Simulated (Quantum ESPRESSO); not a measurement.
# LiCl (Fm-3m): modes at Γ and the response to a field

Aim: the zone-centre modes of LiCl (Fm-3m).

Program: Quantum ESPRESSO 7.5. Level of theory: DFT LDA, scalar-relativistic, plane waves, PseudoDojo norm-conserving pseudopotentials. Results are calculated unless marked as measured.

The database entry behind the starting cell differs from later determinations by our own check (0.1 to 0.3 % short, probably kX units), so it need not match the best structure at ambient conditions.

### 1. The structure

The structure is cubic, space group Fm-3m (No. 225). The conventional cell has a = 5.130 Å, b = 5.130 Å, c = 5.130 Å, α = 90.00°, β = 90.00°, γ = 90.00°. Li has 6 Cl at 2.56 Å nearest. Nearest to Cl lie 6 Li at 2.56 Å. Farther neighbours and most contacts between anions are not listed.

### 2. A probe with smearing

A cheap run with smearing and empty bands tells whether the crystal has a gap, which decides between fixed occupations and smearing later on.

probe.in

```
&CONTROL
  calculation = 'scf'
  prefix      = 'x'
  outdir      = './tmp'
  pseudo_dir  = './pseudo'
  tprnfor     = .true.
  tstress     = .true.
  verbosity   = 'high'
/
&SYSTEM
  ibrav       = 0
  nat         = 2
  ntyp        = 2
  ecutwfc     = 74.0
  occupations = 'smearing'
  smearing    = 'gaussian'
  degauss     = 0.01
/
&ELECTRONS
  conv_thr         = 1.0d-07
  mixing_beta      = 0.7
  electron_maxstep = 100
/
ATOMIC_SPECIES
 Li      6.9400  Li.upf
 Cl     35.4500  Cl.upf
CELL_PARAMETERS angstrom
     0.000000000    2.564770000    2.564770000
     2.564770000    0.000000000    2.564770000
     2.564770000    2.564770000    0.000000000
ATOMIC_POSITIONS crystal
 Li     0.000000000   0.000000000   0.000000000
 Cl     0.500000000   0.500000000   0.500000000
K_POINTS automatic
 6 6 6 0 0 0
```

Run with:

```sh
$ OMP_NUM_THREADS=1 mpirun -n 4 pw.x -nk 4 -in probe.in > probe.out
```

The program printed:

```text
[banners, grids, parts of the stress and lines that vanish by symmetry left out]
Program PWSCF v.7.5
     Message from routine setup:
     using ibrav=0 with symmetry is DISCOURAGED, use correct ibrav instead
[...]
kinetic-energy cutoff     =      74.0000  Ry
     charge density cutoff     =     296.0000  Ry
     scf convergence threshold =      1.0E-07
[...]
Exchange-correlation= SLA  PW   NOGX NOGC
                           (   1   4   0   0   0   0   0)
[...]
48 Sym. Ops., with inversion, found
[...]
(     0          1          0      )
                  (     0          0          1      )
[...]
( -0.0000000  1.0000000  0.0000000 )
                  ( -0.0000000  0.0000000  1.0000000 )
[...]
(     1          0         -1      )
                  (     0          0         -1      )
[...]
(  0.0000000 -1.0000000 -0.0000000 )
[...]
(    -1          1          0      )
                  (     0          1         -1      )
[...]
( -1.0000000  0.0000000 -0.0000000 )
                  ( -0.0000000  1.0000000 -0.0000000 )
[...]
number of k points=    16  Gaussian smearing, width (Ry)=  0.0100
[...]
End of self-consistent calculation
[...]
the Fermi energy is     5.5086 ev
!    total energy              =     -47.30668513 Ry
[...]
convergence has been achieved in   5 iterations
[...]
atom    1 type  1   force =    -0.00000000   -0.00000000    0.00000000
     atom    2 type  2   force =     0.00000000    0.00000000   -0.00000000
[...]
Total force =     0.000000     Total SCF correction =     0.000000
[...]
total   stress  (Ry/bohr**3)                   (kbar)     P=      -32.85
[...]
XML data file, charge density, pseudopotentials, collected wavefunctions

   JOB DONE.
```

Elapsed: 6.8 s, on 4 MPI ranks of Intel Xeon at 2.50GHz (Skylake/Cascade Lake), shared host; 20 s of CPU time.

Numbers from this step:

```
volume per atom   : 16.87 Å³
pressure          : -3.285 GPa
gap on the k-mesh : 5.988 eV
```

A gap of 6.0 eV opens on this mesh, so the crystal is taken as an insulator; the start stands at -3.3 GPa.

### 3. Relaxation

The relaxation runs at a cutoff a fifth above that of the response, since stress converges more slowly with the basis than frequencies do. Forces and stress are brought to rest with tight thresholds.

relax.in

```
&CONTROL
  calculation   = 'vc-relax'
  prefix        = 'x'
  outdir        = './tmp'
  pseudo_dir    = './pseudo'
  tprnfor       = .true.
  tstress       = .true.
  forc_conv_thr = 2.0d-05
  etot_conv_thr = 1.0d-07
  nstep         = 40
/
&SYSTEM
  ibrav       = 0
  nat         = 2
  ntyp        = 2
  ecutwfc     = 89
  occupations = 'fixed'
  nbnd        = 7
/
&ELECTRONS
  conv_thr         = 1.0d-11
  mixing_beta      = 0.7
  electron_maxstep = 100
/
&IONS
/
&CELL
  press_conv_thr = 0.2
/
ATOMIC_SPECIES
 Li      6.9400  Li.upf
 Cl     35.4500  Cl.upf
CELL_PARAMETERS angstrom
     0.000000000    2.564770000    2.564770000
     2.564770000    0.000000000    2.564770000
     2.564770000    2.564770000    0.000000000
ATOMIC_POSITIONS crystal
 Li     0.000000000   0.000000000   0.000000000
 Cl     0.500000000   0.500000000   0.500000000
K_POINTS automatic
 6 6 6 0 0 0
```

Run with:

```sh
$ OMP_NUM_THREADS=1 mpirun -n 4 pw.x -nk 4 -in relax.in > relax.out
```

The program printed:

```text
[banners, grids, parts of the stress and lines that vanish by symmetry left out]
[banner, memory and clock lines left out]
Program PWSCF v.7.5

[...]
kinetic-energy cutoff     =      89.0000  Ry
     charge density cutoff     =     356.0000  Ry
     scf convergence threshold =      1.0E-11
[...]
energy convergence thresh.=      1.0E-07
     force convergence thresh. =      2.0E-05
     press convergence thresh. =      2.0E-01
     Exchange-correlation= SLA  PW   NOGX NOGC
                           (   1   4   0   0   0   0   0)
[...]
48 Sym. Ops., with inversion, found
[...]
number of k points=    16
[...]
End of self-consistent calculation
[...]
highest occupied, lowest unoccupied level (ev):     1.4564    7.4450
!    total energy              =     -47.30669769 Ry
[...]
convergence has been achieved in   8 iterations
[...]
atom    1 type  1   force =     0.00000000   -0.00000000   -0.00000000
     atom    2 type  2   force =    -0.00000000    0.00000000    0.00000000
     Total force =     0.000000     Total SCF correction =     0.000000
[...]
total   stress  (Ry/bohr**3)                   (kbar)     P=      -32.37
[...]
number of bfgs steps    =   0
[...]
CELL_PARAMETERS (angstrom)
[...]
ATOMIC_POSITIONS (crystal)
Li              -0.0000000000        0.0000000000       -0.0000000000
Cl               0.5000000000        0.5000000000        0.5000000000
[...]
New effective cutoffs (rho, wfc):  358.54   89.97
[...]
End of self-consistent calculation
[...]
highest occupied, lowest unoccupied level (ev):     1.6004    7.6853
!    total energy              =     -47.30746443 Ry
[...]
convergence has been achieved in   5 iterations
[...]
atom    1 type  1   force =     0.00000000    0.00000000    0.00000000
     atom    2 type  2   force =    -0.00000000   -0.00000000   -0.00000000
     Total force =     0.000000     Total SCF correction =     0.000000
[...]
total   stress  (Ry/bohr**3)                   (kbar)     P=      -27.90
[...]
number of bfgs steps    =   1
[...]
WARNING: bfgs curvature condition failed, Theta= 0.939
[...]
CELL_PARAMETERS (angstrom)
[...]
ATOMIC_POSITIONS (crystal)
Li              -0.0000000000        0.0000000000       -0.0000000000
Cl               0.5000000000        0.5000000000        0.5000000000
[...]
New effective cutoffs (rho, wfc):  364.57   91.48
[...]
End of self-consistent calculation
[...]
highest occupied, lowest unoccupied level (ev):     1.8236    8.0586
!    total energy              =     -47.30837629 Ry
[...]
convergence has been achieved in   7 iterations
[...]
atom    1 type  1   force =     0.00000000    0.00000000    0.00000000
     atom    2 type  2   force =    -0.00000000    0.00000000    0.00000000
     Total force =     0.000000     Total SCF correction =     0.000000
[...]
total   stress  (Ry/bohr**3)                   (kbar)     P=      -20.43
[...]
number of bfgs steps    =   2
[...]
CELL_PARAMETERS (angstrom)
[...]
ATOMIC_POSITIONS (crystal)
[...]
New effective cutoffs (rho, wfc):  373.89   93.82
[...]
End of self-consistent calculation
[...]
Total force =     0.000000     Total SCF correction =     0.000000
[...]
total   stress  (Ry/bohr**3)                   (kbar)     P=       -7.31
[...]
number of bfgs steps    =   3
[...]
CELL_PARAMETERS (angstrom)
[...]
ATOMIC_POSITIONS (crystal)
[...]
New effective cutoffs (rho, wfc):  379.04   95.11
[...]
End of self-consistent calculation
[...]
highest occupied, lowest unoccupied level (ev):     2.3723    8.8669
!    total energy              =     -47.30925219 Ry
[...]
convergence has been achieved in   7 iterations
[...]
atom    1 type  1   force =     0.00000000    0.00000000    0.00000000
     atom    2 type  2   force =     0.00000000    0.00000000    0.00000000
     Total force =     0.000000     Total SCF correction =     0.000000
[...]
total   stress  (Ry/bohr**3)                   (kbar)     P=        0.78
[...]
number of bfgs steps    =   4
[...]
CELL_PARAMETERS (angstrom)
[...]
ATOMIC_POSITIONS (crystal)
[...]
New effective cutoffs (rho, wfc):  378.55   94.99
[...]
End of self-consistent calculation
[...]
highest occupied, lowest unoccupied level (ev):     2.3533    8.8461
!    total energy              =     -47.30925322 Ry
[...]
convergence has been achieved in   5 iterations
[...]
atom    1 type  1   force =     0.00000000   -0.00000000   -0.00000000
     atom    2 type  2   force =    -0.00000000   -0.00000000    0.00000000
     Total force =     0.000000     Total SCF correction =     0.000000
[...]
total   stress  (Ry/bohr**3)                   (kbar)     P=       -0.02
[...]
number of bfgs steps    =   5
[...]
small trust_radius: resetting bfgs history
[...]
CELL_PARAMETERS (angstrom)
[...]
ATOMIC_POSITIONS (crystal)
[...]
New effective cutoffs (rho, wfc):  378.55   94.99
[...]
End of self-consistent calculation
[...]
highest occupied, lowest unoccupied level (ev):     2.3534    8.8462
!    total energy              =     -47.30925322 Ry
[...]
convergence has been achieved in   3 iterations
[...]
atom    1 type  1   force =    -0.00000000    0.00000000   -0.00000000
     atom    2 type  2   force =     0.00000000   -0.00000000    0.00000000
     Total force =     0.000000     Total SCF correction =     0.000000
[...]
total   stress  (Ry/bohr**3)                   (kbar)     P=       -0.02
[...]
bfgs converged in   7 scf cycles and   6 bfgs steps
[...]
End of BFGS Geometry Optimization
     Final enthalpy           =     -47.3092532190 Ry
     File ./tmp/x.bfgs deleted, as requested
[...]
CELL_PARAMETERS (angstrom)
[...]
ATOMIC_POSITIONS (crystal)
Li              -0.0000000000        0.0000000000       -0.0000000000
Cl               0.5000000000        0.5000000000        0.5000000000
[...]
Final scf calculation at the relaxed structure.
[...]
kinetic-energy cutoff     =      89.0000  Ry
     charge density cutoff     =     356.0000  Ry
     scf convergence threshold =      1.0E-13
[...]
press convergence thresh. =      2.0E-01
     Exchange-correlation= SLA  PW   NOGX NOGC
                           (   1   4   0   0   0   0   0)
[...]
48 Sym. Ops., with inversion, found
[...]
number of k points=    16
[...]
End of self-consistent calculation
[...]
highest occupied, lowest unoccupied level (ev):     2.3534    8.8462
!    total energy              =     -47.30925014 Ry
[...]
convergence has been achieved in  10 iterations
[...]
atom    1 type  1   force =     0.00000000    0.00000000    0.00000000
     atom    2 type  2   force =     0.00000000    0.00000000    0.00000000
     Total force =     0.000000     Total SCF correction =     0.000000
[...]
total   stress  (Ry/bohr**3)                   (kbar)     P=       -0.03
[...]
XML data file, charge density, pseudopotentials, collected wavefunctions
```

Wall time 72 s (4 MPI ranks); 3.3 min of CPU time.

Relaxation path:

| step | energy less that of the first step (eV) | largest force (eV/Å) | pressure (GPa) | volume (Å³) |
| --- | --- | --- | --- | --- |
| 1 | 0.0000 | 0.0000 | -3.24 | 33.74 |
| 2 | -0.0104 | 0.0000 | -2.79 | 33.19 |
| 3 | -0.0228 | 0.0000 | -2.04 | 32.37 |
| 4 | -0.0334 | 0.0000 | -0.73 | 31.17 |
| 5 | -0.0348 | 0.0000 | 0.08 | 30.53 |
| 6 | -0.0348 | 0.0000 | 0.00 | 30.59 |
| 7 | -0.0348 | 0.0000 | 0.00 | 30.59 |
| 8 | -0.0347 | 0.0000 | 0.00 | 30.59 |

| conventional cell, symmetrised | before | after | change |
| --- | --- | --- | --- |
| a (Å) | 5.130 | 4.965 | -3.2 % |
| b (Å) | 5.130 | 4.965 | -3.2 % |
| c (Å) | 5.130 | 4.965 | -3.2 % |
| volume (Å³/atom) | 16.87 | 15.30 | -9.3 % |

The relaxed structure:

```
Li Cl
1.0
     0.00000    2.48232    2.48232
     2.48232    0.00000    2.48232
     2.48232    2.48232    0.00000
Li Cl
1 1
Direct
  0.00000 0.00000 0.00000
  0.50000 0.50000 0.50000
```

The last row of the table of steps is pw.x's closing run on a basis chosen anew for the final cell, so its energy can jump.

Numbers from this step:

```
volume per atom   : 15.30 Å³
pressure          : -0.003000 GPa
gap on the k-mesh : 6.493 eV
```

The volume changes by -9.3 % from the cell with which this run began.

### 4. Self-consistent run for the response

Perturbation theory inherits every error of the wavefunctions, so the threshold is set near the limit of the arithmetic. With a gap, occupations are fixed, which also allows the response to an electric field.

scf.in

```
&CONTROL
  calculation = 'scf'
  prefix      = 'x'
  outdir      = './tmp'
  pseudo_dir  = './pseudo'
  tprnfor     = .true.
  tstress     = .true.
/
&SYSTEM
  ibrav       = 0
  nat         = 2
  ntyp        = 2
  ecutwfc     = 74.0
  occupations = 'fixed'
  nbnd        = 7
/
&ELECTRONS
  conv_thr         = 1.0d-12
  mixing_beta      = 0.7
  electron_maxstep = 100
/
ATOMIC_SPECIES
 Li      6.9400  Li.upf
 Cl     35.4500  Cl.upf
CELL_PARAMETERS angstrom
     0.000000000    2.482321875    2.482321875
     2.482321875    0.000000000    2.482321875
     2.482321875    2.482321875    0.000000000
ATOMIC_POSITIONS crystal
 Li     0.000000000   0.000000000   0.000000000
 Cl     0.500000000   0.500000000   0.500000000
K_POINTS automatic
 6 6 6 0 0 0
```

Run with:

```sh
$ OMP_NUM_THREADS=1 mpirun -n 4 pw.x -nk 4 -in scf.in > scf.out
```

The program printed:

```text
[banners, grids, parts of the stress and lines that vanish by symmetry left out]
[banner, memory and clock lines left out]
Program PWSCF v.7.5

[...]
kinetic-energy cutoff     =      74.0000  Ry
     charge density cutoff     =     296.0000  Ry
     scf convergence threshold =      1.0E-12
[...]
Exchange-correlation= SLA  PW   NOGX NOGC
                           (   1   4   0   0   0   0   0)
[...]
48 Sym. Ops., with inversion, found
[...]
number of k points=    16
[...]
End of self-consistent calculation
[...]
highest occupied, lowest unoccupied level (ev):     2.3534    8.8463
!    total energy              =     -47.30923759 Ry
[...]
convergence has been achieved in   9 iterations
[...]
atom    1 type  1   force =    -0.00000000    0.00000000    0.00000000
     atom    2 type  2   force =     0.00000000   -0.00000000   -0.00000000
     Total force =     0.000000     Total SCF correction =     0.000000
[...]
total   stress  (Ry/bohr**3)                   (kbar)     P=       -0.13
[...]
XML data file, charge density, pseudopotentials, collected wavefunctions
```

Run time: 12 s. Hardware: 4 MPI ranks; 31 s of CPU time.

This step gave:

```yaml
pressure: -0.01300 GPa
```

The cell stands at -0.013 GPa, close enough for phonons.

(Continued in part 2 of 2.)

[Host names and launcher messages were left out of these logs when they were recorded.]

[Logs are printed without paths, hosts, clocks, repeated set-up lines and the standing remarks that a program may print on its own settings, such as how far it seeks lower states.]

[Hosts, paths, dates, database ids (printed as entryN), source tags and the programs' standing remarks are cut or masked in the printed files.]
